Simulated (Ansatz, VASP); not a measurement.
**Two plane-wave programs on NaF**

```
Na F
1.0
     0.00000    2.34974    2.34974
     2.34974    0.00000    2.34974
     2.34974    2.34974    0.00000
Na F
1 1
Direct
  0.00000 0.00000 0.00000
  0.50000 0.50000 0.50000
```

Alike in both runs: task single point; functional PBE; k mesh 8 × 8 × 8; occupations gaussian, width 0.02 eV; no spin polarisation.

|  | VASP | Ansatz |
| --- | --- | --- |
| version | VASP 6.6.1 | Ansatz 0.2.0 |
| potentials or method | VASP PAW PBE potentials, release 64 (Na_pv, F) | scalar-relativistic, plane waves, PAW |
| plane-wave cutoff (eV) | 520 | 420 |
| valence electrons in the cell | 14 | 16 |

Ansatz gave:

```
gap on the k mesh at the Fermi level (eV) : 6.09
least direct gap on the mesh (eV)         : 6.09
```

**Question.** What did VASP give for the same quantities?

**Answer.** gap on the k mesh at the Fermi level (eV): 6.08; least direct gap on the mesh (eV): 6.08.

The two sets of potentials don't hold the same shells in valence.
